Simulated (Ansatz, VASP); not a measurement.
# HgTe: VASP beside Ansatz

One calculation is typed for both programs; each brings its own data sets and cutoff. How far apart do they land? The cell is taken from a series of VASP runs on this material, whose earlier steps may have relaxed, scaled or displaced it; both programs get it as it stands.

Main program and level: Ansatz 0.2.0; plane waves, with VASP 6.6.1 beside it; zone-centre phonons at PBEsol and relaxation of cell and atoms at r2SCAN.

## 1. The structure

The structure is cubic, space group F-43m (No. 216). The conventional cell has a = 6.517 Å, b = 6.517 Å, c = 6.517 Å, α = 90.00°, β = 90.00°, γ = 90.00°. Nearest to Hg lie 4 Te at 2.82 Å. Te has 4 Hg at 2.82 Å nearest. Farther neighbours and most contacts between anions are not listed.

## 2. VASP: zone-centre phonons, PBEsol

Second derivatives magnify differences that forces hide, and they need a tight electronic threshold.

Lines of VASP's logs that name or quote its potential files are left out, and so is its time.

File INCAR:

```
SYSTEM = HgTe
PREC = Accurate
ENCUT = 450
EDIFF = 1E-08
NELM = 100
ISMEAR = 1
SIGMA = 0.15
LREAL = .FALSE.
ALGO = Normal
GGA = PS
NBANDS = 15
LORBIT = 11
LWAVE = .FALSE.
LCHARG = .FALSE.
KPAR = 2
IBRION = 8
ISIF = 2
```

File POSCAR:

```
HgTe
1.0
    0.0000000000      3.2584921604      3.2584921604
    3.2584921604      0.0000000000      3.2584921604
    3.2584921604      3.2584921604      0.0000000000
Hg Te
1 1
Direct
    0.0000000000      0.0000000000      0.0000000000
    0.7500000000      0.7500000000      0.7500000000
```

File KPOINTS:

```
Automatic mesh
0
Gamma
10 10 10
0 0 0
```

The projector-augmented-wave data sets are Hg and Te (PBE family, release 64).

The run is started by

```sh
mpirun -np 2 vasp_std
```

Numbers of over 12 decimals in the logs are rounded to 6 here.

What it wrote:

```text
[banner, memory and clock lines left out]
running    2 mpi-ranks, on    1 nodes
 distrk:  each k-point on    1 cores,    2 groups
 distr:  one band on    1 cores,    1 groups

 POSCAR found type information on POSCAR HgTe
 POSCAR found :  2 types and       2 ions
|                                                                             |
|               ----> ADVICE to this user running VASP <----                  |
|                                                                             |
|     You enforced a specific xc type in the INCAR file but a different       |
|     [... a line on the potential file left out ...]
|     I HOPE YOU KNOW WHAT YOU ARE DOING!                                     |
|                                                                             |

 LDA part: xc-table for (Slater+PW92), standard interpolation
 POSCAR, INCAR and KPOINTS ok, starting setup
 FFT: planning ... GRIDC
 FFT: planning ... GRID_SOFT
 FFT: planning ... GRID
 WAVECAR not read
 entering main loop
       N       E                     dE             d eps       ncg     rms          rms(c)
DAV:   1     0.960552710030E+02    0.96055E+02   -0.75059E+03  1434   0.923E+02
DAV:   2    -0.112359226762E+01   -0.97179E+02   -0.91788E+02  1592   0.228E+02
DAV:   3    -0.457511689995E+01   -0.34515E+01   -0.34430E+01  1809   0.442E+01
DAV:   4    -0.460790319030E+01   -0.32786E-01   -0.32785E-01  2013   0.386E+00
DAV:   5    -0.460805728470E+01   -0.15409E-03   -0.15409E-03  1851   0.213E-01    0.727E+00
DAV:   6    -0.438805479161E+01    0.22000E+00   -0.46206E-01  1543   0.951E+00    0.588E+00
DAV:   7    -0.437822076036E+01    0.98340E-02   -0.99584E-02  1599   0.224E+00    0.222E+00
DAV:   8    -0.437628935458E+01    0.19314E-02   -0.99146E-03  1585   0.120E+00    0.578E-01
DAV:   9    -0.437603668837E+01    0.25267E-03   -0.72832E-04  1795   0.316E-01    0.110E-01
DAV:  10    -0.437604538596E+01   -0.86976E-05   -0.78206E-05  1637   0.847E-02    0.496E-02
DAV:  11    -0.437605207933E+01   -0.66934E-05   -0.18919E-05  1648   0.344E-02    0.241E-02
DAV:  12    -0.437605109843E+01    0.98090E-06   -0.30930E-06  1529   0.146E-02    0.132E-02
DAV:  13    -0.437605110129E+01   -0.28529E-08   -0.24992E-07  1879   0.342E-03    0.789E-03
DAV:  14    -0.437605102252E+01    0.78762E-07   -0.15559E-07  1494   0.416E-03    0.110E-03
DAV:  15    -0.437605102357E+01   -0.10455E-08   -0.20659E-08  1725   0.938E-04
   1 F= -.43760510E+01 E0= -.43761402E+01  d E =0.267498E-03
 Linear response reoptimize wavefunctions to high precision
DAV:   1    -0.437605103907E+01   -0.15498E-07   -0.47648E-10  1209   0.171E-04
DAV:   2    -0.437605103909E+01   -0.22965E-10   -0.62443E-11   831   0.578E-05
 Linear response DOF=           2
 Linear response progress:
  Degree of freedom:   1/  2
       N       E                     dE             d eps       ncg     rms          rms(c)
RMM:   1    -0.380183134551E+00   -0.38018E+00   -0.15411E-01  8287   0.275E+00
RMM:   2    -0.378650705532E+00    0.15324E-02   -0.16607E-03  7835   0.288E-01    0.115E-01
RMM:   3    -0.378191586328E+00    0.45912E-03   -0.68289E-05  8544   0.502E-02    0.688E-02
RMM:   4    -0.377758203842E+00    0.43338E-03   -0.46749E-05  8316   0.384E-02    0.144E-02
RMM:   5    -0.377739748432E+00    0.18455E-04   -0.18662E-06  8849   0.879E-03    0.191E-03
RMM:   6    -0.377748853582E+00   -0.91052E-05   -0.31909E-08  8976   0.123E-03    0.565E-04
RMM:   7    -0.377749110066E+00   -0.25648E-06   -0.31235E-08  8621   0.755E-04    0.127E-04
RMM:   8    -0.377748760337E+00    0.34973E-06   -0.49877E-09  9133   0.175E-04    0.474E-05
RMM:   9    -0.377749129665E+00   -0.36933E-06   -0.33011E-09  8450   0.122E-04    0.873E-06
RMM:  10    -0.377749133609E+00   -0.39435E-08   -0.13491E-09  9323   0.273E-05    0.376E-06
 first order change of Fermi-energy  -0.90837E-04
 force on displaced ion       1 direction 1 :  -3.430  -0.000  -0.000
 Linear response progress:
  Degree of freedom:   2/  2
       N       E                     dE             d eps       ncg     rms          rms(c)
RMM:   1    -0.471648640176E-01   -0.47165E-01    0.61577E-02 12557   0.103E+00
RMM:   2    -0.477637370958E-01   -0.59887E-03   -0.16685E-03  7992   0.268E-01    0.119E-01
RMM:   3    -0.477974862978E-01   -0.33749E-04   -0.99212E-05  8282   0.592E-02    0.731E-02
RMM:   4    -0.478884305715E-01   -0.90944E-04   -0.28430E-05  8308   0.327E-02    0.869E-03
RMM:   5    -0.478981233024E-01   -0.96927E-05   -0.11169E-06  8506   0.615E-03    0.434E-03
RMM:   6    -0.479009483430E-01   -0.28250E-05   -0.38501E-08  8405   0.208E-03    0.145E-03
RMM:   7    -0.478997494406E-01    0.11989E-05    0.32387E-08  8509   0.674E-04    0.568E-04
RMM:   8    -0.479002888043E-01   -0.53936E-06   -0.54074E-09  8498   0.297E-04    0.961E-05
RMM:   9    -0.479004156576E-01   -0.12685E-06   -0.79519E-09  7704   0.115E-04    0.263E-05
RMM:  10    -0.479004772939E-01   -0.61636E-07   -0.27826E-09  8804   0.365E-05    0.124E-05
RMM:  11    -0.479004956227E-01   -0.18329E-07    0.31210E-09  8825   0.141E-05    0.190E-06
RMM:  12    -0.479004961564E-01   -0.53369E-09    0.19555E-09  7359   0.717E-06    0.308E-07
 first order change of Fermi-energy   0.32306E-03
 force on displaced ion       2 direction 1 :  -3.444  -0.000  -0.000
 Linear response finished
```

Parts of OUTCAR (step 2):

```text
ion  position               nearest neighbor table
   1  0.000  0.000  0.000-   2 2.82   2 2.82   2 2.82   2 2.82
   2  0.750  0.750  0.750-   1 2.82   1 2.82   1 2.82   1 2.82

  LATTYP: Found a face centered cubic cell.
 ALAT       =     6.5169843208

 Subroutine GETGRP returns: Found 24 space group operations
 (whereof 24 operations were pure point group operations)

The static configuration has the point symmetry T_d .

 Found     47 irreducible k-points:

   k-points           NKPTS =     47   k-points in BZ     NKDIM =     47   number of bands    NBANDS=     15

   dimension x,y,z NGX =    32 NGY =   32 NGZ =   32
   dimension x,y,z NGXF=    64 NGYF=   64 NGZF=   64

   ENCUT  =  450.0 eV  33.07 Ry    5.75 a.u.   7.97  7.97  7.97*2*pi/ulx,y,z

   NELECT =      18.0000    total number of electrons

 k-points in reciprocal lattice and weights: Automatic mesh
   0.00000000  0.00000000  0.00000000       0.001
   0.10000000  0.00000000  0.00000000       0.008
   0.20000000  0.00000000  0.00000000       0.008
   0.30000000  0.00000000  0.00000000       0.008
   0.40000000  0.00000000  0.00000000       0.008
   0.50000000  0.00000000  0.00000000       0.004
   0.10000000  0.10000000  0.00000000       0.006
   0.20000000  0.10000000  0.00000000       0.024
   0.30000000  0.10000000  0.00000000       0.024
[...]
-0.30000000  0.40000000  0.20000000       0.024
  -0.30000000  0.50000000  0.20000000       0.012

 average (electrostatic) potential at core
       1 -40.4283       2 -91.4320

  Total       -0.0005945     -0.0005945     -0.0005945      0.0000000      0.0000000      0.0000000
  in kB       -0.0137642     -0.0137642     -0.0137642      0.0000000      0.0000000      0.0000000
  external PRESSURE =      -0.0137642 kB  Pullay stress =       0.0000000 kB

  energy-cutoff  :      450.00
  volume of cell :       69.20
      direct lattice vectors                 reciprocal lattice vectors
     0.000000000  3.258492160  3.258492160    -0.153445206  0.153445206  0.153445206
     3.258492160  0.000000000  3.258492160     0.153445206 -0.153445206  0.153445206
     3.258492160  3.258492160  0.000000000     0.153445206  0.153445206 -0.153445206

 POSITION                                       TOTAL-FORCE (eV/Angst)
 -----------------------------------------------------------------------------------
      0.00000      0.00000      0.00000        -0.000000     -0.000000     -0.000000
      4.88774      4.88774      4.88774         0.000000      0.000000      0.000000
 -----------------------------------------------------------------------------------
    total drift:                                0.000000      0.000000      0.000000

 Eigenvectors and eigenvalues of the dynamical matrix
 ----------------------------------------------------

   1 f  =    3.282642 THz    20.625447 2PiTHz  109.497145 cm-1    13.575910 meV
             X         Y         Z           dx          dy          dz
      0.000000  0.000000  0.000000     0.000000    0.622802    0.000000
      4.887738  4.887738  4.887738     0.000000   -0.782380    0.000000

   2 f  =    3.282642 THz    20.625447 2PiTHz  109.497145 cm-1    13.575910 meV
             X         Y         Z           dx          dy          dz
      0.000000  0.000000  0.000000    -0.622802    0.000000    0.000000
      4.887738  4.887738  4.887738     0.782380    0.000000    0.000000

   3 f  =    3.282642 THz    20.625447 2PiTHz  109.497145 cm-1    13.575910 meV
             X         Y         Z           dx          dy          dz
      0.000000  0.000000  0.000000     0.000000    0.000000   -0.622802
      4.887738  4.887738  4.887738     0.000000    0.000000    0.782380

   4 f/i=    0.003089 THz     0.019408 2PiTHz    0.103032 cm-1     0.012774 meV
             X         Y         Z           dx          dy          dz
      0.000000  0.000000  0.000000     0.782380    0.000000    0.000000
      4.887738  4.887738  4.887738     0.622802    0.000000    0.000000

   5 f/i=    0.003089 THz     0.019408 2PiTHz    0.103032 cm-1     0.012774 meV
             X         Y         Z           dx          dy          dz
      0.000000  0.000000  0.000000     0.000000   -0.782380    0.000000
      4.887738  4.887738  4.887738     0.000000   -0.622802    0.000000

   6 f/i=    0.003089 THz     0.019408 2PiTHz    0.103032 cm-1     0.012774 meV
             X         Y         Z           dx          dy          dz
      0.000000  0.000000  0.000000     0.000000    0.000000    0.782380
      4.887738  4.887738  4.887738     0.000000    0.000000    0.622802

 ELASTIC MODULI CONTR FROM IONIC RELAXATION (kBar)
 Direction    XX          YY          ZZ          XY          YZ          ZX
 --------------------------------------------------------------------------------
 XX          -0.0000     -0.0000      0.0000     -0.0000      0.0000      0.0000
 YY          -0.0000     -0.0000     -0.0000     -0.0000     -0.0000      0.0000
 ZZ           0.0000     -0.0000     -0.0000      0.0000     -0.0000      0.0000
 XY          -0.0000     -0.0000      0.0000   -148.3603     -0.0000      0.0000
 YZ           0.0000     -0.0000     -0.0000     -0.0000   -148.3603     -0.0000
 ZX           0.0000      0.0000      0.0000      0.0000     -0.0000   -148.3603
 --------------------------------------------------------------------------------
```

Energies printed during the response cycles are not total energies of the cell.

## 3. Ansatz: zone-centre phonons, PBEsol

Ansatz runs on its default PAW (the set named soft_2) files.

The same cell, functional, mesh and smearing now go to Ansatz, which takes its cutoff from its data sets.

File input.yaml:

```yaml
crystal:
  lattice:
    - [0.0, 3.2584921604, 3.2584921604]
    - [3.2584921604, 0.0, 3.2584921604]
    - [3.2584921604, 3.2584921604, 0.0]
  atoms:
    - { symbol: Hg, position: [0.0, 0.0, 0.0] }
    - { symbol: Te, position: [0.75, 0.75, 0.75] }
hamiltonian:
  xc: pbesol
  pseudopotentials: { kind: paw }
kpoints:
  mp_grid: { grid: [10, 10, 10] }
scf:
  occupations: { method: methfessel_paxton, width: 0.15 }
phonons:
  method: dfpt
  qpoints: [[0, 0, 0]]
```

The run is started by

```sh
ansatz run input.yaml --threads 4 --pin off --max-ram 9216MiB --backend cpu --events-out ev --progress --plain --runs-dir out
```

What it wrote:

```text
zone centre: on kpoints.mp_grid the ground state, and the responses unless they are solved on pairs of k-points, stand on 102 of the mesh's 1000 k-points, reduced under 8 symmetry operations, with k and −k counted as one. Each operation leaves every solved displacement unchanged or reverses it
Engine: ansatz 0.2.0, aarch64-unknown-linux-gnu
Pseudopotentials: kind: paw
Pseudopotential: Hg, paw, valence charge 20, recommended cutoff 420 eV (normal), Hg.paw.azcp
Pseudopotential: Te, paw, valence charge 16, recommended cutoff 420 eV (normal), Te.paw.azcp
Functional definition: PBEsol
  exchange = pbesol_x
  correlation = pbesol_c
Crystal: 2 atoms, lattice volume = 69.196 Å³
Basis set: ecut = 420 eV, 1363 PW (Γ), exchange–correlation on 64×64×64 points (8 copies of the dense FFT grid, shifted against one another)
Bands: 22, of which v1, the nominal top of the filled ones, is band 18 counted from 1 (17 counted from 0)
Symmetry: 24 space group operations
k-points: 102 of 1000 (irreducible under 8 space group operations, time reversal used)
Non-local potential: Hg, projectors of the file, l = 0: 3, l = 1: 2, l = 2: 2, l = 3: 1
Non-local potential: Te, projectors of the file, l = 0: 2, l = 1: 2, l = 2: 2, l = 3: 2
PAW form: soft (Blöchl's): semilocal exchange-correlation on the pseudo side does not see the compensation charge
PAW frozen core: Hg, regenerated for the run's functional, and the local potential with it (the file was generated under x = pbe(κ = 0.804, μ = 0.219515), c = pbe(β = 0.066725))
PAW frozen core: Te, regenerated for the run's functional, and the local potential with it (the file was generated under x = pbe(κ = 0.804, μ = 0.219515), c = pbe(β = 0.066725))
PAW one-centre angular grid: Hg, 590 points (default); XC on 64 Gauss nodes
PAW one-centre angular grid: Te, 590 points (default); XC on 64 Gauss nodes
Initial density: superposition of atomic densities (neutral atoms: chi_scale 0, normalization atom), corrected by the library's trained network
Initial wavefunctions: pseudopotential atomic-orbital guess
Functional: x = pbesol(κ = 0.804, μ = 0.123457), c = pbesol(β = 0.046)
SCF iter   1: F=—  HF=-20569.816507 eV  |F-HF|=—  |Δ(HF+E_count)|=         —  Δρ=2.68e-3  dr2=8.00e-3  ethr=1.77e-3  ⟨swp⟩=5.9  Hψ=10303  notcnv=0
preconditioner: auto → none  [insulator: Δε(μ)=0.469 eV  Ē_g=10.419 eV  σ=0.150 eV  W_gap=0.55  n_scr=14 (ndim 8)  ℏωp=18.9 eV  f_vac=0.187  D(μ)=0.09/eV (n_scr^D=0)  ε∞_Penn≈4.3]
SCF iter   2: F=—  HF=-20569.814292 eV  |F-HF|=—  |Δ(HF+E_count)|=   2.21e-3  S|Δr|=    0.00e0  Δρ=8.09e-4  dr2=3.05e-4  ethr=2.22e-5  ⟨swp⟩=2.9  Hψ=4648  notcnv=0
SCF iter   3: F=—  HF=-20569.814523 eV  |F-HF|=—  |Δ(HF+E_count)|=   2.31e-4  S|Δr|=    0.00e0  Δρ=4.08e-4  dr2=7.35e-5  ethr=8.47e-7  ⟨swp⟩=2.0  Hψ=3050  notcnv=0
SCF iter   4: F=—  HF=-20569.814602 eV  |F-HF|=—  |Δ(HF+E_count)|=   7.94e-5  S|Δr|=    0.00e0  Δρ=1.62e-4  dr2=2.07e-5  ethr=2.04e-7  ⟨swp⟩=2.0  Hψ=3161  notcnv=0
SCF iter   5: F=—  HF=-20569.814600 eV  |F-HF|=—  |Δ(HF+E_count)|=   2.37e-6  S|Δr|=    0.00e0  Δρ=2.02e-5  dr2=1.69e-7  ethr=5.75e-8  ⟨swp⟩=2.0  Hψ=3061  notcnv=0
SCF iter   6: F=—  HF=-20569.814605 eV  |F-HF|=—  |Δ(HF+E_count)|=   4.84e-6  S|Δr|=    0.00e0  Δρ=3.50e-6  dr2=7.04e-9  ethr=4.70e-10  ⟨swp⟩=2.0  Hψ=3165  notcnv=0
SCF iter   7: F=—  HF=-20569.814605 eV  |F-HF|=—  |Δ(HF+E_count)|=   7.28e-9  S|Δr|=    0.00e0  Δρ=5.61e-7  dr2=1.39e-10  ethr=1.95e-11  ⟨swp⟩=2.0  Hψ=4047  notcnv=0
SCF iter   8: F=-20569.814605 eV  HF=-20569.814605 eV  |F-HF|=0.00e0  |Δ(HF+E_count)|=  3.57e-10  S|Δr|=    0.00e0  Δρ=8.23e-8  dr2=4.37e-12  ethr=1.00e-12  ⟨swp⟩=7.4  Hψ=10724  notcnv=0
SCF 1 converged in 8 iterations: F = -20569.814605 eV  dr2 = 4.37e-12
  greatest PAW one-centre occupation: 1.000 electrons in one spin orbital (limit 2), on the Hg atom at site 0 (counted from 0), in its partial waves of l = 0
DFPT response loops at Γ: preconditioner auto → none (partly filled bands, converged f_vac=0.185); β = 0.50; Broyden in place of MSR1
SCF converged after 8 iterations
Stability not checked: this state was not tested for a lower state beside it, because cold or Methfessel-Paxton smearing, or corrected tetrahedra, fill the levels in a way that the test cannot read (fill_not_monotonic; see scf.lower_state_search)
Free energy (F): -20569.814605 eV
Harris-Foulkes:  -20569.814605 eV  (|F-HF|=0.00e0)
Internal energy: -20569.814872 eV  (E = F + TS)
E sigma→0 (E₀):  -20569.814672 eV
Entropy (-TS):   0.000268 eV (0.134 meV/atom)
Fermi energy:    8.204735 eV
Step filling:    the computed levels leave a gap of 0.0000 eV = 0.0 smearing widths at the electron count; against every level under it full and every level over it empty, smearing changes F+E_penalty+E_count by +0.118 meV and its σ→0 estimate by +0.051 meV
--- Per-component energies (eV) ---
  E_band       = -786.820642
  E_kinetic    = 784.076757
  E_local      = -4861.563844  (includes V_loc(G=0)·N_el)
  E_nonlocal   = -231.598438
  E_hartree    = 2355.480346
  E_xc         = -341.808036
  E_vxc        = -365.212386  (∫ρ·V_xc dr)
  E_paw        = -14385.282541  (= ΣΔE_a)
  E_vpaw       = -823.483951  (= ΣTr[D̂ρ^β])
  E_aug_tail   = 0.000705  (compensation charges beyond the density's cutoff)
  E_ewald      = -3889.823288
  E_core_change = 0.703466  (= ΣΔE_core)
  E_smearing   = 0.000268  (= −TS)
  E_closure    = 0.000000  (closes the sum)
  Σ components = -20569.814605   (vs F -20569.814605, Δ=0.00e0)
--- Band table (eV; the first three rows and the last of 102) ---
  k-point 0: bands = [... 14 lower, 1.5022, 7.3387, 8.1948, 8.1948, 8.1948, 12.4390, 12.4390, 12.4390]
  k-point 1: bands = [... 14 lower, 1.5007, 6.5875, 8.0843, 8.0843, 8.6740, 12.3087, 12.5895, 12.5895]
  k-point 2: bands = [... 14 lower, 1.4996, 5.4365, 7.8222, 7.8222, 8.9878, 12.5957, 12.9124, 12.9124]
  k-point 101: bands = [... 14 lower, 2.0642, 2.8015, 5.6651, 5.7520, 11.0900, 12.2507, 13.9923, 14.4934]
--- Phonons (Γ-DFPT): 2 representative perturbations + reference, on 102 of 1000 k-points (Σ response iterations 6) ---
  k mesh reduced under 8 symmetry operations, with k and −k counted as one. Each operation leaves every solved displacement unchanged or reverses it
  ASR residual: 1.605e-4 → 0.000e0 eV/Å²; symmetrization residual: 6.124e-5 eV/Å²
  ASR residual per site (eV/Å²): 1.60e-4 1.62e-6
  Γ frequencies (cm⁻¹): 0.00 0.00 0.00 107.87 107.87 107.87
  non-analytic LO–TO correction: not included (Born effective charges unavailable; polar crystals: no LO–TO splitting at Γ)
--- Phonons (arbitrary-q DFPT): 1 explicit q-point ---
  q = [0, 0, 0] (of the zone-centre solve; hermiticity 3.67e-5, symmetrization 1.28e-12): -0.00 0.00 0.00 107.87 107.87 107.87
  sum rule: each row above includes the acoustic sum rule's correction from the zone centre's row sums; it moved no ω² by more than (0.47 cm⁻¹)²
```

Wall time 16 s (4 threads of Arm Neoverse V1, shared host); peak memory 0.78 GiB.

In the SCF lines HF is the Harris–Foulkes energy and dr2 the Hartree energy of the density residual, in eV; the loop may stop once dr2 is under the threshold and the program's other checks hold. Hψ counts applications of the Hamiltonian.

## 4. Side by side

Known differences besides the potentials themselves: the data sets hold 36 valence electrons in Ansatz (default PAW (the set named soft_2) files) and 18 in VASP; the cutoff is 420 eV in Ansatz and 450 eV in VASP; Ansatz makes its cores anew for this functional, VASP keeps those of its PBE data sets; VASP leaves aspherical gradient terms in its spheres out (LASPH is not set), Ansatz keeps them. Total energies have different zeros and are not compared.

Both answers:

| quantity | Ansatz | VASP | difference |
| --- | --- | --- | --- |
| optical mode 1 to 3 (cm⁻¹) | 107.9 | 109.5 | -1.49 % |

Modes are paired by rising frequency and degeneracy, not by their patterns, so a pair may still set unlike modes beside each other.

[end of part 1 of 2]

[Lines on the potential files, build, host, timing and source positions are cut from VASP's logs without a mark.]

[Logs are printed without paths, hosts, clocks, repeated set-up lines and the standing remarks that a program may print on its own settings, such as how far it seeks lower states.]

[Hosts, paths, dates, database ids (printed as entryN), source tags and the programs' standing remarks are cut or masked in the printed files.]
